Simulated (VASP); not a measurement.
# BN (pbe) (F-43m) in VASP: further runs, part 2 of 2

VASP 6.6.1. Earlier steps stand in the parts before.

## 3. Single point, PBE

INCAR reads:

```
  PREC = Accurate
  ENCUT = 600
  EDIFF = 1E-6
  ISMEAR = 0
  SIGMA = 0.02
  LREAL = False
  LASPH = True
  NELM = 120
  ALGO = Normal
  ISIF = 2
  LWAVE = False
  LCHARG = False
  GGA = PE
  NBANDS = 11
  GGA_COMPAT = False
```

KPOINTS reads:

```
Automatic mesh
0
Gamma
  12 12 12
```

POSCAR reads:

```
BN
1.0
    0.0000000000      1.8123266329      1.8123266329
    1.8123266329      0.0000000000      1.8123266329
    1.8123266329      1.8123266329      0.0000000000
B N
1 1
Direct
    0.0000000000      0.0000000000      0.0000000000
    0.7500000000      0.7500000000      0.7500000000
```

Potentials or basis: VASP PAW PBE potentials, release 64 (B, N).

Command:

```sh
$ cat potpaw_PBE.64/B/POTCAR potpaw_PBE.64/N/POTCAR > POTCAR
$ mpirun -np 1 vasp_std > vasp.out
```

OUTCAR:

```text
PREC = Accurate
   ENCUT = 600
   EDIFF = 1E-6
   ISMEAR = 0
   LREAL = False
   LASPH = True
   NELM = 120
   ISIF = 2
   GGA = PE

 ion  position               nearest neighbor table
   1  0.000  0.000  0.000-   2 1.57   2 1.57   2 1.57   2 1.57
   2  0.750  0.750  0.750-   1 1.57   1 1.57   1 1.57   1 1.57

  LATTYP: Found a face centered cubic cell.
 ALAT       =     3.6246532658

  Lattice vectors:

 A1 = (   0.0000000000,   1.8123266329,   1.8123266329)
 A2 = (   1.8123266329,   0.0000000000,   1.8123266329)
 A3 = (   1.8123266329,   1.8123266329,   0.0000000000)

Analysis of symmetry for initial positions (statically):
=====================================================================
 Subroutine PRICEL returns:
 Original cell was already a primitive cell.

 Routine SETGRP: Setting up the symmetry group for a
 face centered cubic supercell.

 Subroutine GETGRP returns: Found 24 space group operations
 (whereof 24 operations were pure point group operations)
 out of a pool of 48 trial point group operations.

The static configuration has the point symmetry T_d .

Analysis of symmetry for dynamics (positions and initial velocities):
=====================================================================
 Subroutine PRICEL returns:
 Original cell was already a primitive cell.

 Routine SETGRP: Setting up the symmetry group for a
 face centered cubic supercell.

 Subroutine GETGRP returns: Found 24 space group operations
 (whereof 24 operations were pure point group operations)
 out of a pool of 48 trial point group operations.

The dynamic configuration has the point symmetry T_d .

 Subroutine INISYM returns: Found 24 space group operations
 (whereof 24 operations are pure point group operations),
 and found     1 'primitive' translations

----------------------------------------------------------------------------------------
[... 118 lines left out ...]
   GGA     = PE    functional components
   LHFCALC =     F    Hartree Fock is set to
   AEXX    =    0.0000 exact exchange contribution
   IVDW    =     0    specifies the selected vdW correction
   LEPSILON=     F    determine dielectric tensor
   LRPA    =     F    only Hartree local field effects (RPA)
 non-spin polarized calculation
 Gauss-broadening in eV      SIGMA  =   0.02
  energy-cutoff  :      600.00
  volume of cell :       11.91
 maximum number of plane-waves:       415
   NGX = 11   NGY = 11   NGZ = 11

 number of electron       7.9999999 magnetization

 Free energy of the ion-electron system (eV)
  ---------------------------------------------------
  ext. energy  EPLUGINS =         0.00000000
  ---------------------------------------------------
  free energy    TOTEN  =       -17.45462959 eV

  energy without entropy =      -17.45462959  energy(sigma->0) =      -17.45462959

 E-fermi :   7.4059     XC(G=0): -12.7827

 val. band max:        7.3043165461   @ k =   0.0000   0.0000   0.0000
 cond. band min:      11.7552894607   @ k =   0.5000   0.5000   0.0000
 fundamental gap:      4.4509729146
 Fermi energy:         7.4058778964

 k-point     1 :       0.0000    0.0000    0.0000
  band No.  band energies     occupation
      1     -12.8358      2.00000
      2       7.3043      2.00000
      3       7.3043      2.00000
      4       7.3043      2.00000
      5      16.0860      0.00000
      6      16.0860      0.00000
      7      16.0860      0.00000
      8      17.5245      0.00000
      9      31.9066      0.00000
     10      34.9734      0.00000
     11      34.9734      0.00000
[... 309 lines left out ...]
 k-point    24 :      -0.4167    0.1667    0.0000
  band No.  band energies     occupation
      1      -8.2964      2.00000
      2      -2.6247      2.00000
      3       3.2081      2.00000
      4       4.7579      2.00000
      5      16.5770      0.00000
      6      19.4113      0.00000
      7      19.4872      0.00000
      8      22.8904      0.00000
      9      28.2595      0.00000
     10      32.5558      0.00000
     11      33.8240      0.00000

 [... further k-points ...]

------------------------ aborting loop because EDIFF is reached ----------------------------------------

  FORCE on cell =-STRESS in cart. coord.  units (eV):
  Direction    XX          YY          ZZ          XY          YZ          ZX
  --------------------------------------------------------------------------------------
  -------------------------------------------------------------------------------------
  Total       -0.0015178     -0.0015178     -0.0015178      0.0000000      0.0000000     -0.0000000
  in kB       -0.2042671     -0.2042671     -0.2042671      0.0000000      0.0000000     -0.0000000
  external PRESSURE =      -0.2042671 kB  Pullay stress =       0.0000000 kB

 VOLUME and BASIS-vectors are now :
 -----------------------------------------------------------------------------
  energy-cutoff  :      600.00
  volume of cell :       11.91
      direct lattice vectors                 reciprocal lattice vectors
     0.000000000  1.812326633  1.812326633    -0.275888458  0.275888458  0.275888458
     1.812326633  0.000000000  1.812326633     0.275888458 -0.275888458  0.275888458
     1.812326633  1.812326633  0.000000000     0.275888458  0.275888458 -0.275888458

 POSITION                                       TOTAL-FORCE (eV/Angst)
 -----------------------------------------------------------------------------------
      0.00000      0.00000      0.00000        -0.000000     -0.000000     -0.000000
      2.71849      2.71849      2.71849         0.000000      0.000000      0.000000
 -----------------------------------------------------------------------------------
    total drift:                               -0.000000     -0.000000     -0.000000

  FREE ENERGIE OF THE ION-ELECTRON SYSTEM (eV)
  ---------------------------------------------------
  free  energy   TOTEN  =       -17.4546295904 eV

  energy  without entropy=      -17.4546295904  energy(sigma->0) =      -17.45462959
```

Wall time 5.9 s (1 thread of Intel Xeon Platinum 8488C (Sapphire Rapids), shared host); peak memory 0.12 GiB.

What came out:

```
Free energy            : -17.4546 eV
Pressure               : 0.0 GPa
Band gap on the k mesh : 4.45 eV, indirect (least direct gap 8.78 eV)
```

## 4. Relaxation of cell and atoms, PBE

This run uses another cell than the first one, of 5.91 Å³/atom, 0.992 times its volume.

INCAR reads:

```
SYSTEM = BN
PREC = Accurate
ENCUT = 600
EDIFF = 1E-7
ISMEAR = 0
SIGMA = 0.02
LREAL = .False.
LASPH = .True.
NELM = 120
ALGO = Normal
ISIF = 3
LWAVE = .False.
LCHARG = .False.
GGA = PE
IBRION = 2
NSW = 100
EDIFFG = -0.002
GGA_COMPAT = .False.
NELMIN = 4
```

KPOINTS reads:

```
regular mesh
0
Gamma
  12 12 12
  0 0 0
```

POSCAR reads:

```
BN
1.0
    0.0000000000      1.8075000000      1.8075000000
    1.8075000000      0.0000000000      1.8075000000
    1.8075000000      1.8075000000      0.0000000000
B N
1 1
Direct
    0.0000000000      0.0000000000      0.0000000000
    0.7500000000      0.7500000000      0.7500000000
```

Command:

```sh
$ cat potpaw_PBE.64/B/POTCAR potpaw_PBE.64/N/POTCAR > POTCAR
$ mpirun -np 1 vasp_std > vasp.out
```

Wall time 9 s (1 thread of Intel Xeon Platinum 8488C (Sapphire Rapids), shared host); peak memory 0.12 GiB.

Results (log left out):

| Item | Value |
| --- | --- |
| Free energy | -17.4543 eV |
| Relaxed volume | 5.95 Å³/atom |
| Relaxed cell | a = 2.563 Å, b = 2.563 Å, c = 2.563 Å, α = 60.00°, β = 60.00°, γ = 60.00° |
| Space group after relaxing (to 0.05 Å) | F-43m (No. 216) |
| Energy gained by relaxing | 0.4 meV/atom |
| Ionic steps | 3 |
| Pressure after relaxing | 0.0 GPa |
| Band gap on the k mesh | 4.45 eV, indirect (least direct gap 8.78 eV) |

Step by step:
```tsv
step	energy change (eV)	largest force (eV/Å)	pressure (GPa)	volume (Å³)
1	0.0000	0.0000	3.01	11.81
2	0.0000	0.0000	-2.96	12.00
3	-0.0009	0.0000	0.01	11.90
```

Final structure:
```cif
data_structure
_symmetry_space_group_name_H-M 'P 1'
_symmetry_Int_Tables_number 1
_cell_length_a 2.5630
_cell_length_b 2.5630
_cell_length_c 2.5630
_cell_angle_alpha 60.000
_cell_angle_beta 60.000
_cell_angle_gamma 60.000
_cell_volume 11.90
loop_
_atom_site_label
_atom_site_type_symbol
_atom_site_fract_x
_atom_site_fract_y
_atom_site_fract_z
_atom_site_occupancy
B1 B 0.00000 0.00000 0.00000 1
N1 N 0.75000 0.75000 0.75000 1
```

Levels at points of the mesh, in eV from the valence-band top:
```csv
k point,band 1,band 2,band 3,band 4,band 5,band 6,band 7,band 8
"(0.00, 0.00, 0.00)",-20.14,0.00,0.00,0.00,8.78,8.78,8.78,10.22
"(0.50, 0.00, 0.00)",-15.96,-10.62,-1.93,-1.93,10.04,10.66,10.66,15.18
"(0.50, 0.50, 0.00)",-14.61,-8.86,-4.86,-4.86,4.45,9.19,17.80,17.80
```

A k mesh can miss the band edges. Zero-point motion and thermal expansion aren't in these numbers.

## 5. Against experiment

Step 2. A measured gap of BN is 6.4 eV (indirect; 300 K; a printed reference work, monograph); the calculated 4.45 eV misses it by -1.95 eV. The value is that of PBE on a finite k mesh, which can miss the band edges, without temperature or zero-point motion. Semilocal functionals fall short of measured gaps as a rule.

Step 3. Against the measured gap of BN, 6.4 eV (indirect; 300 K; a printed reference work, monograph), the calculated 4.45 eV is off by -1.95 eV. The value is that of PBE on a finite k mesh, which can miss the band edges, without temperature or zero-point motion. Semilocal functionals fall short of measured gaps as a rule.
